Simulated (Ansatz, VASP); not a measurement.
## PbS: VASP beside Ansatz

```
Pb S
1.0
     0.08895    3.00948    3.00948
     3.00948    0.08895    3.00948
     3.00948    3.00948    0.08895
Pb S
1 1
Direct
  0.00000 0.00000 0.00000
  0.50000 0.50000 0.50000
```

Change from the starting cell: equal xy, yz and zx shear strains of +3 %.

Alike in both runs: task single point; functional PBE; k mesh 8 × 8 × 8; occupations fermi-dirac, width 0.01 eV; no spin polarisation.

|  | VASP | Ansatz |
| --- | --- | --- |
| version | VASP 6.6.1 | Ansatz 0.2.0 |
| potentials or method | VASP PAW PBE potentials, release 64 (Pb_d, S), cutoff 520 eV | all-electron LAPW, scalar-relativistic |

|  | VASP | Ansatz | Ansatz less VASP |
| --- | --- | --- | --- |
| pressure (GPa) | 2.2 | 2.3 | +0.10 |
| largest component of the traceless stress (GPa) | 0.62 | 0.62 | -0.003 |

Ansatz ran all-electron here, so the differences hold the error of VASP's frozen core and of both bases.
